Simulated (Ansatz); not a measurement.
# O on Cr(110): change of the work function, part 3 of 5

Aim: the work function of Cr(110) at several coverages of O (hollow site), and the dipole that each adsorbate carries.

Ansatz 0.2.0; plane-wave DFT, PBE-D3(BJ), Ansatz PAW.

So far, work function, upper face (eV): step 2 (the clean slab) 4.77; step 3 (17 atoms, coverage 0.25 ML, cell 2x2) 4.84.

## 4. The covered slab, k-mesh 7×7×1, coverage 0.5 ML

System of this step: Cr8O (O/Cr(110)). The cell holds 18 atoms: 16 Cr and 2 O. Its edges and angles: a = 4.988 Å, b = 4.988 Å, c = 25.417 Å, α = 90.0°, β = 90.0°, γ = 70.5°. Vacuum lies along c.

Another coverage, to see how the dipoles act on each other as their distance changes.

Input file input.yaml:

```yaml
crystal:
  lattice:
    - [4.0729350596, -2.88, 0.0]
    - [4.0729350596, 2.88, 0.0]
    - [0.0, 0.0, 25.4166440476]
  atoms:
    - { symbol: Cr, position: [0.0, 0.0, 0.3540986758] }
    - { symbol: Cr, position: [0.25, 0.25, 0.4342220597] }
    - { symbol: Cr, position: [0.0, 0.0, 0.5121623783] }
    - { symbol: Cr, position: [0.25, 0.25, 0.5864297838] }
    - { symbol: Cr, position: [0.0, 0.5, 0.3540986758] }
    - { symbol: Cr, position: [0.25, 0.75, 0.4342220597] }
    - { symbol: Cr, position: [0.0, 0.5, 0.5121623783] }
    - { symbol: Cr, position: [0.25, 0.75, 0.5864297838] }
    - { symbol: Cr, position: [0.5, 0.0, 0.3540986758] }
    - { symbol: Cr, position: [0.75, 0.25, 0.4342220597] }
    - { symbol: Cr, position: [0.5, 0.0, 0.5121623783] }
    - { symbol: Cr, position: [0.75, 0.25, 0.5864297838] }
    - { symbol: Cr, position: [0.5, 0.5, 0.3540986758] }
    - { symbol: Cr, position: [0.75, 0.75, 0.4342220597] }
    - { symbol: Cr, position: [0.5, 0.5, 0.5121623783] }
    - { symbol: Cr, position: [0.75, 0.75, 0.5864297838] }
    - { symbol: O, position: [0.42, 0.42, 0.6459013242] }
    - { symbol: O, position: [0.92, 0.92, 0.6459013242] }
kpoints:
  mp_grid: { grid: [7, 7, 1] }
hamiltonian:
  xc: pbe
  dispersion: d3bj
scf:
  occupations: { method: fermi_dirac, width: 0.1 }
  convergence: { dr2_threshold: 1.0e-08 }
efield:
  axis: 3
  dipole_correction: true
  ramp_position: 0.97
  ramp_width: 0.06
relax:
  f_tol: 0.02
  max_steps: 60
  constraints: [{ sites: [0, 1, 4, 5, 8, 9, 12, 13] }]
output:
  bader: true
  dos: { projected: true, e_range: [-8, 4] }
  write_potential: true
  write_density: true
  volumetric_format: npy
```

The run is started by

```
$ ansatz run input.yaml --threads 4 --pin off --max-ram 6144MiB --backend cpu --events-out ev --progress --plain --runs-dir out
```

Numbers of over 12 decimals in the logs are rounded to 6 here.

What it wrote:

```text
[...]
Crystal: 18 atoms, lattice volume = 596.277 Å³
Basis set: ecut = 420 eV, 11677 PW (Γ), exchange–correlation on 72×72×360 points (8 copies of the dense FFT grid, shifted against one another)
Bands: 142, of which v1, the nominal top of the filled ones, is band 118 counted from 1 (117 counted from 0)
Symmetry: 4 space group operations
[...]
k-points: 16 of 49 (time reversal used)
[...]
SCF iter   1: F=—  HF=-55176.475440 eV  |F-HF|=—  |Δ(HF+E_count)|=         —  Δρ=1.48e-2  dr2=7.15e0  ethr=1.77e-3  p=-0.227 e·Å  D=-6.90e-2 V/Å  ΔV_dip=1.75 eV  dr2_dipole=3.25e-1  V_vac-E_F(+/−)=6.10/4.34 eV  ⟨swp⟩=8.8  Hψ=10591  notcnv=0
[...]
SCF iter  12: F=-55176.262083 eV  HF=-55176.262083 eV  |F-HF|=9.65e-9  |Δ(HF+E_count)|=   2.78e-8  Δρ=3.59e-7  dr2=9.55e-10  ethr=4.24e-12  p=-0.284 e·Å  D=-8.61e-2 V/Å  ΔV_dip=2.19 eV  dr2_dipole=3.52e-11  V_vac-E_F(+/−)=7.08/4.89 eV  ⟨swp⟩=10.7  Hψ=16032  notcnv=0
SCF 1 converged in 12 iterations: F = -55176.262083 eV  dr2 = 9.55e-10
[...]
relax step   1: F+E_penalty+E_count = -55176.26208335 eV  Δ(F+E_penalty+E_count) = +0.000e0 eV  max|allowed force component| = 4.730e0 eV/Å  Δτ_max = 0.0000 Å  (12 SCF iters, accepted)
[...]
SCF iter  11: F=-55177.982412 eV  HF=-55177.982412 eV  |F-HF|=6.26e-9  |Δ(HF+E_count)|=   1.73e-8  Δρ=1.21e-6  dr2=9.80e-9  ethr=4.24e-12  p=-0.168 e·Å  D=-5.11e-2 V/Å  ΔV_dip=1.30 eV  dr2_dipole=2.60e-12  V_vac-E_F(+/−)=6.19/4.89 eV  ⟨swp⟩=8.2  Hψ=16567  notcnv=0
SCF 2 converged in 11 iterations: F = -55177.982412 eV  dr2 = 9.80e-9
relax step   2: F+E_penalty+E_count = -55177.98241243 eV  Δ(F+E_penalty+E_count) = -1.720e0 eV  max|allowed force component| = 2.391e0 eV/Å  Δτ_max = 0.1921 Å  (11 SCF iters, accepted)
[...]
SCF iter  11: F=-55178.422876 eV  HF=-55178.422876 eV  |F-HF|=3.26e-8  |Δ(HF+E_count)|=   1.67e-9  Δρ=1.18e-6  dr2=9.04e-9  ethr=4.24e-12  p=-0.066 e·Å  D=-1.99e-2 V/Å  ΔV_dip=0.51 eV  dr2_dipole=1.16e-10  V_vac-E_F(+/−)=5.39/4.88 eV  ⟨swp⟩=8.7  Hψ=16616  notcnv=0
SCF 3 converged in 11 iterations: F = -55178.422876 eV  dr2 = 9.04e-9
[...]
relax step   3: F+E_penalty+E_count = -55178.42287607 eV  Δ(F+E_penalty+E_count) = -4.405e-1 eV  max|allowed force component| = 5.236e-1 eV/Å  Δτ_max = 0.1743 Å  (11 SCF iters, accepted)
[...]
relax step   4: F+E_penalty+E_count = -55178.44770090 eV  Δ(F+E_penalty+E_count) = -2.482e-2 eV  max|allowed force component| = 1.080e-1 eV/Å  Δτ_max = 0.0465 Å  (9 SCF iters, accepted)
[...]
relax step   5: F+E_penalty+E_count = -55178.44965627 eV  Δ(F+E_penalty+E_count) = -1.955e-3 eV  max|allowed force component| = 3.013e-2 eV/Å  Δτ_max = 0.0099 Å  (9 SCF iters, accepted)
SCF iter   1: F=—  HF=-55178.449871 eV  |F-HF|=—  |Δ(HF+E_count)|=         —  Δρ=4.66e-4  dr2=3.74e-3  ethr=6.38e-6  p=-0.084 e·Å  D=-2.55e-2 V/Å  ΔV_dip=0.65 eV  dr2_dipole=7.21e-4  V_vac-E_F(+/−)=5.53/4.89 eV  ⟨swp⟩=2.1  Hψ=3584  notcnv=0
[...]
SCF iter   7: F=-55178.449865 eV  HF=-55178.449865 eV  |F-HF|=4.37e-8  |Δ(HF+E_count)|=   6.63e-8  Δρ=1.17e-6  dr2=9.91e-9  ethr=4.24e-12  p=-0.083 e·Å  D=-2.53e-2 V/Å  ΔV_dip=0.64 eV  dr2_dipole=8.62e-12  V_vac-E_F(+/−)=5.53/4.88 eV  ⟨swp⟩=9.2  Hψ=16518  notcnv=0
SCF 6 converged in 7 iterations: F = -55178.449865 eV  dr2 = 9.91e-9
relax step   6: F+E_penalty+E_count = -55178.44986532 eV  Δ(F+E_penalty+E_count) = -2.090e-4 eV  max|allowed force component| = 1.112e-2 eV/Å  Δτ_max = 0.0033 Å  (7 SCF iters, accepted)
[...]
WARN: The output density's exchange-correlation potential varies sharply where the density is thin. Do not read a vacuum level from v_tot or v_xc, or from such a field of the output density. On a cell that repeats whose density bears no net charge and no dipole along the vacuum's axis use v_es (v_loc + v_h of the components); under efield.dipole_correction with no amplitude use v_es + v_field, which holds any externa [...]
SCF converged after 7 iterations
Free energy (F): -55178.449865 eV
[...]
Internal energy: -55177.868001 eV  (E = F + TS)
E sigma→0 (E₀):  -55178.158933 eV
Entropy (-TS):   -0.581864 eV (-32.326 meV/atom)
Fermi energy:    2.852895 eV
Dipole field:    D = -0.025300 V/Å  (p = -0.083369 e·Å, saw-weighted, corrected)
Work function:   Φ+ = 5.5273 eV   Φ− = 4.8842 eV
[...]
--- Forces (eV/Å), atoms counted from 1 ---
  atom   1  Cr     0.00398532     0.00000000     0.74960959
  atom   2  Cr    -0.04912367     0.00000000    -1.00877904
  atom   3  Cr     0.00066677     0.00000000    -0.00425042
  atom   4  Cr     0.00295443     0.00000000     0.01111560
  atom   5  Cr    -0.00691348     0.00000000     0.90249510
  atom   6  Cr     0.04971841     0.00000000    -0.63734460
  atom   7  Cr     0.00418921     0.00000000    -0.00817486
  atom   8  Cr     0.00428157    -0.00000000     0.00144067
  atom   9  Cr    -0.00691348     0.00000000     0.90249510
  atom  10  Cr     0.04971841     0.00000000    -0.63734460
  atom  11  Cr     0.00418921     0.00000000    -0.00817486
  atom  12  Cr     0.00428157    -0.00000000     0.00144067
  atom  13  Cr     0.00398532     0.00000000     0.74960959
  atom  14  Cr    -0.04912367     0.00000000    -1.00877904
  atom  15  Cr     0.00066677     0.00000000    -0.00425042
  atom  16  Cr     0.00295443     0.00000000     0.01111560
  atom  17  O     -0.00975110     0.00000000    -0.00612567
  atom  18  O     -0.00975110     0.00000000    -0.00612567
  max |Σ_I F_I| component: 2.73e-5 eV/Å
--- Band table (eV; the first three rows and the last of 16) ---
  k-point 0: bands = [... 114 lower, 3.1468, 3.1675, 3.3756, 3.5155, 3.5285, 3.5407, 3.6537, 3.6835, ... 20 higher]
  k-point 1: bands = [... 114 lower, 3.0093, 3.0620, 3.1747, 3.2494, 3.3367, 3.4846, 3.5161, 3.5521, ... 20 higher]
  k-point 2: bands = [... 114 lower, 2.5378, 2.6435, 2.6454, 2.9567, 3.0881, 3.2421, 3.2758, 3.3961, ... 20 higher]
  k-point 15: bands = [... 114 lower, 2.2432, 2.3398, 2.3688, 2.4582, 2.5694, 2.5734, 2.7044, 2.7299, ... 20 higher]
--- Relaxed structure (6 steps of the walk, 6 accepted, 0 SCFs on fresh bases) ---
  F+E_penalty+E_count = -55178.44986532 eV   max|allowed force component| = 1.112e-2 eV/Å
  atoms:
    - { symbol: Cr, position: [0.0, 0.0, 0.3540986758] }
    - { symbol: Cr, position: [0.25, 0.25, 0.4342220597] }
    - { symbol: Cr, position: [0.00208708, 0.00208708, 0.510905] }
    - { symbol: Cr, position: [0.252706, 0.252706, 0.587087] }
    - { symbol: Cr, position: [2.7755575615628914e-17, 0.5, 0.3540986758] }
    - { symbol: Cr, position: [0.25, 0.75, 0.4342220597] }
    - { symbol: Cr, position: [0.00276715, 0.502767, 0.513488] }
    - { symbol: Cr, position: [0.259249, 0.759249, 0.591135] }
    - { symbol: Cr, position: [0.5, 2.7755575615628914e-17, 0.3540986758] }
    - { symbol: Cr, position: [0.75, 0.25, 0.4342220597] }
    - { symbol: Cr, position: [0.502767, 0.00276715, 0.513488] }
    - { symbol: Cr, position: [0.759249, 0.259249, 0.591135] }
    - { symbol: Cr, position: [0.5, 0.5, 0.3540986758] }
    - { symbol: Cr, position: [0.750000, 0.750000, 0.4342220597] }
    - { symbol: Cr, position: [0.502087, 0.502087, 0.510905] }
    - { symbol: Cr, position: [0.752706, 0.752706, 0.587087] }
    - { symbol: O, position: [0.428546, 0.428546, 0.633370] }
    - { symbol: O, position: [0.928546, 0.928546, 0.633370] }
--- Bader charges: 18 sites ---
  site symbol  charge [e]  shift [e]
     0     Cr     -0.0425     0.0000
     1     Cr      0.0448     0.0000
     2     Cr      0.0249     0.0003
     3     Cr      0.3491     0.0010
     4     Cr     -0.0312     0.0000
     5     Cr      0.0244     0.0000
     6     Cr      0.0568     0.0000
     7     Cr      0.5995     0.0009
     8     Cr     -0.0313     0.0000
     9     Cr      0.0244     0.0000
    10     Cr      0.0569     0.0000
    11     Cr      0.5995     0.0009
    12     Cr     -0.0425     0.0000
    13     Cr      0.0449     0.0000
    14     Cr      0.0249     0.0003
    15     Cr      0.3490     0.0010
    16      O     -1.0258     0.0022
    17      O     -1.0258     0.0022
  estimated error of the sums over rays = 6.6e-4 e
```

The job ended after 2.6 min (4 threads of Intel Xeon 6975P-C (Granite Rapids), shared host; peak memory 2.7 GiB; 10 min of CPU time).

The steps of the relaxation:

```tsv
step	energy less that of the first step (eV)	largest force component (eV/Å)
1	0.0000	4.7305
2	-1.7203	2.3906
3	-2.1608	0.5236
4	-2.1856	0.1080
5	-2.1876	0.0301
6	-2.1878	0.0111
```

The run keeps the 4 symmetry operations that it works with, so distortions that break them were not tested.

The atoms that moved most (Å):

```tsv
atom	dx	dy	dz	length
O18	0.070	0.000	-0.319	0.326
O17	0.070	0.000	-0.319	0.326
Cr8	0.075	0.000	0.120	0.141
Cr12	0.075	0.000	0.120	0.141
Cr7	0.023	0.000	0.034	0.041
Cr11	0.023	0.000	0.034	0.041
Cr15	0.017	0.000	-0.032	0.036
Cr3	0.017	0.000	-0.032	0.036
```

Final coordinates:

```xyz
18
Lattice="4.0729 -2.8800 0.0000 4.0729 2.8800 0.0000 0.0000 0.0000 25.4166" Properties=species:S:1:pos:R:3
Cr    0.0000    0.0000    9.0000
Cr    2.0365    0.0000   11.0365
Cr    0.0170    0.0000   12.9855
Cr    2.0585    0.0000   14.9218
Cr    2.0365    1.4400    9.0000
Cr    4.0729    1.4400   11.0365
Cr    2.0590    1.4400   13.0511
Cr    4.1483    1.4400   15.0247
Cr    2.0365   -1.4400    9.0000
Cr    4.0729   -1.4400   11.0365
Cr    2.0590   -1.4400   13.0511
Cr    4.1483   -1.4400   15.0247
Cr    4.0729    0.0000    9.0000
Cr    6.1094    0.0000   11.0365
Cr    4.0899    0.0000   12.9855
Cr    6.1314    0.0000   14.9218
O     3.4909    0.0000   16.0981
O     7.5638    0.0000   16.0981
```

This step gave:

| Item | Value |
| --- | --- |
| energy at zero smearing | -55178.1589 eV |
| work function, upper face | 5.527 eV |
| work function, lower face | 4.884 eV |
| dipole along the normal | -0.08337 e·Å |
| step between the vacuum levels | 0.6430 eV |

The density of states has structure finer than the step of the table below, so its rows give means over 0.25 eV, whole bins alone (the curve runs from -8 to 1.05 eV). Peaks (eV: height): -2.290: 38.1, -2.140: 43.5, -2.050: 33.6, -1.920: 42.3, -1.830: 35.9, -1.650: 39.5, 0.990: 47.1.

Table of density of states by energy, zero at the Fermi level; means over each step:

```tsv
energy (eV)	density of states (states/eV a cell)
-7.50	0
-7.25	0.755
-7.00	1.01
-6.75	1.16
-6.50	1.45
-6.25	5.64
-6.00	9.86
-5.75	7.28
-5.50	10.7
-5.25	10.6
-5.00	8.78
-4.75	6.70
-4.50	3.42
-4.25	6.91
-4.00	13.8
-3.75	15.7
-3.50	17.1
-3.25	15.1
-3.00	18.8
-2.75	17.7
-2.50	15.9
-2.25	31.6
-2.00	27.7
-1.75	29.5
-1.50	28.9
-1.25	28.1
-1.00	26.1
-0.75	17.5
-0.50	15.0
-0.25	14.0
0.00	17.4
0.25	23.1
0.50	28.2
0.75	35.5
```

Projected DOS per atom over height of the atomic layer and energy from the Fermi level. Layers: Cr4 Cr4 Cr4 Cr4 O2 from below.

Values in states/eV, 22 rows by 5 columns, each cell a mean:
```
2.28 2.63 2.29 2.40 0.22
1.87 1.50 1.39 1.90 0.20
1.48 0.86 0.82 1.31 0.15
1.41 0.50 0.48 0.91 0.14
2.10 0.81 0.75 1.11 0.20
2.26 1.32 1.31 1.69 0.36
1.92 1.68 1.54 1.77 0.36
1.74 2.15 1.94 1.41 0.21
0.87 1.44 1.92 0.87 0.16
1.02 1.24 1.23 0.84 0.22
0.85 1.31 1.18 0.66 0.13
0.53 1.44 1.37 0.60 0.16
0.42 0.92 0.95 0.41 0.16
0.19 0.31 0.31 0.14 0.19
0.16 0.23 0.27 0.40 2.00
0.09 0.15 0.17 0.62 2.75
0.09 0.16 0.15 0.63 2.37
0.05 0.12 0.16 0.59 2.11
0.02 0.08 0.12 0.07 0.13
0.02 0.09 0.10 0.03 0.04
0.01 0.03 0.03 0.01 0.01
0.00 0.00 0.00 0.00 0.00
```
Columns: height of the atomic layer (Å) from 9 to 16.1 (not evenly spaced); rows upwards: energy from the Fermi level (eV) from -7.96 to 1.04.

The relaxation took 6 steps and lowered the energy by 2.2 eV; the largest force on the free atoms ends at 0.011 eV/Å.

The covered face has 5.53 eV, +0.76 eV against the clean one; the bare back face has moved by -0.04 eV, a measure of how thin the slab is.

## 5. Adsorbate added, k-mesh 13×13×1, coverage 1 ML

System of this step: Cr4O (O/Cr(110)). The cell holds 5 atoms: 4 Cr and 1 O. Its edges and angles: a = 2.494 Å, b = 2.494 Å, c = 25.417 Å, α = 90.0°, β = 90.0°, γ = 70.5°. Vacuum lies along c.

Another coverage, to see how the dipoles act on each other as their distance changes.

input.yaml, the sections that differ from step 4:

```yaml
crystal:
  lattice:
    - [2.0364675298, -1.44, 0.0]
    - [2.0364675298, 1.44, 0.0]
    - [0.0, 0.0, 25.4166440476]
  atoms:
    - { symbol: Cr, position: [0.0, 0.0, 0.3540986758] }
    - { symbol: Cr, position: [0.5, 0.5, 0.4342220597] }
    - { symbol: Cr, position: [0.0, 0.0, 0.5121623783] }
    - { symbol: Cr, position: [0.5, 0.5, 0.5864297838] }
    - { symbol: O, position: [0.84, 0.84, 0.6459013242] }
kpoints:
  mp_grid: { grid: [13, 13, 1] }
relax:
  f_tol: 0.02
  max_steps: 60
  constraints: [{ sites: [0, 1] }]
output:
  bader: true
  write_potential: true
  write_density: true
  volumetric_format: npy
# hamiltonian, scf, efield: as in step 4
```

What it wrote:

```text
[...]
Crystal: 5 atoms, lattice volume = 149.069 Å³
Basis set: ecut = 420 eV, 2907 PW (Γ), exchange–correlation on 36×36×360 points (8 copies of the dense FFT grid, shifted against one another)
Bands: 38, of which v1, the nominal top of the filled ones, is band 31 counted from 1 (30 counted from 0)
Symmetry: 2 space group operations
[...]
- { symbol: Cr, position: [0.522202, 0.522202, 0.591564] }
    - { symbol: O, position: [0.882193, 0.882193, 0.634584] }
--- Bader charges: 5 sites ---
  site symbol  charge [e]  shift [e]
     0     Cr     -0.0421     0.0000
     1     Cr      0.0384     0.0000
     2     Cr      0.0199     0.0003
     3     Cr      0.8561     0.0025
     4      O     -0.8723     0.0028
  estimated error of the sums over rays = 6.0e-4 e
[key lines of the parts left out:]
SCF converged after 6 iterations
Free energy (F): -14078.609938 eV
Fermi energy:    2.619817 eV
Dipole field:    D = -0.083754 V/Å  (p = -0.068997 e·Å, saw-weighted, corrected)
Work function:   Φ+ = 6.9790 eV   Φ− = 4.8502 eV
```

Wall time 30 s (4 threads); peak memory 0.6 GiB.

Relaxation path:

```tsv
step	energy less that of the first step (eV)	largest force component (eV/Å)
1	0.0000	6.1152
2	-1.1558	3.1274
3	-1.3570	1.0737
4	-1.3844	0.0886
5	-1.3847	0.0272
6	-1.3848	0.0021
```

Forces are held to the 2 operations that the run works with; a distortion that breaks them can't arise in this run.

The atoms that moved most (Å):

```tsv
atom	dx	dy	dz	length
O5	0.172	0.000	-0.288	0.335
Cr4	0.090	0.000	0.130	0.159
Cr3	0.023	0.000	-0.005	0.024
```

The relaxed structure:

```xyz
5
Lattice="2.0365 -1.4400 0.0000 2.0365 1.4400 0.0000 0.0000 0.0000 25.4166" Properties=species:S:1:pos:R:3
Cr    0.0000    0.0000    9.0000
Cr    2.0365    0.0000   11.0365
Cr    0.0233    0.0000   13.0125
Cr    2.1269    0.0000   15.0356
O     3.5931    0.0000   16.1290
```

Running mean over 2.036 Å of the planar mean; the ramp of the sawtooth is left out. Table of electron's electrostatic potential energy less the Fermi level by z:

```tsv
z (Å)	electron's electrostatic potential energy less the Fermi level (eV)
3.0	4.85
3.5	4.85
4.0	4.85
4.5	4.85
5.0	4.84
5.5	4.82
6.0	4.75
6.5	4.52
7.0	3.78
7.5	1.33
8.0	-3.36
8.5	-7.78
9.0	-9.56
9.5	-9.74
10.0	-9.80
10.5	-9.88
11.0	-9.97
11.5	-10.3
12.0	-10.5
12.5	-10.3
13.0	-9.97
13.5	-10.0
14.0	-10.2
14.5	-10.5
15.0	-11.9
15.5	-12.3
16.0	-8.06
16.5	-2.51
17.0	2.17
17.5	5.68
18.0	6.81
18.5	6.95
19.0	6.97
19.5	6.98
20.0	6.98
20.5	6.98
21.0	6.98
21.5	6.98
22.0	6.98
```

The relaxation took 6 steps and lowered the energy by 1.4 eV; the largest force on the free atoms ends at 0.0021 eV/Å.

The covered face has 6.98 eV, +2.21 eV against the clean one; the bare back face has moved by -0.07 eV, a measure of how thin the slab is.

## 6. Work function against coverage

This step: plane-wave DFT, PBE-D3(BJ), Ansatz PAW; work function against coverage (Ansatz 0.2.0).

The runs are now put side by side.

Numbers from this step:

* work function of the clean face: 4.769 eV
* largest change of the work function: 2.210 eV

Work function of the covered face against coverage:

```tsv
coverage (adsorbates/nm²)	work function of the covered face (eV)
0.00	4.77
4.26	4.84
8.53	5.53
17.05	6.98
```

The dipole per adsorbate comes from the change of the cell's dipole. Coverage, by row:

```tsv
coverage (1/nm²)	coverage (ML)	work function (eV)	change (eV)	dipole per adsorbate, positive end outwards (debye)	mean height of the added atoms over the highest substrate atom (Å)
4.263	0.25	4.842	0.07365	-0.056	1.057
8.525	0.5	5.527	0.7584	-0.249	1.073
17.05	1	6.979	2.21	-0.356	1.093
```

[end of part 3 of 5]

[Logs are printed without paths, hosts, clocks, repeated set-up lines and the standing remarks that a program may print on its own settings, such as how far it seeks lower states.]

[Hosts, paths, dates, database ids (printed as entryN), source tags and the programs' standing remarks are cut or masked in the printed files.]

[Maps of the electrostatic potential energy from Ansatz leave out the sawtooth potential of an applied field or a dipole correction, so their vacuum need not be flat; planar profiles and work functions include it.]

[The density of states shown here was stored with 400 of the rows of the run's finer table, so its peaks can read low, often by over a quarter, or be missed, and its means over a window can be off by a tenth or more.]
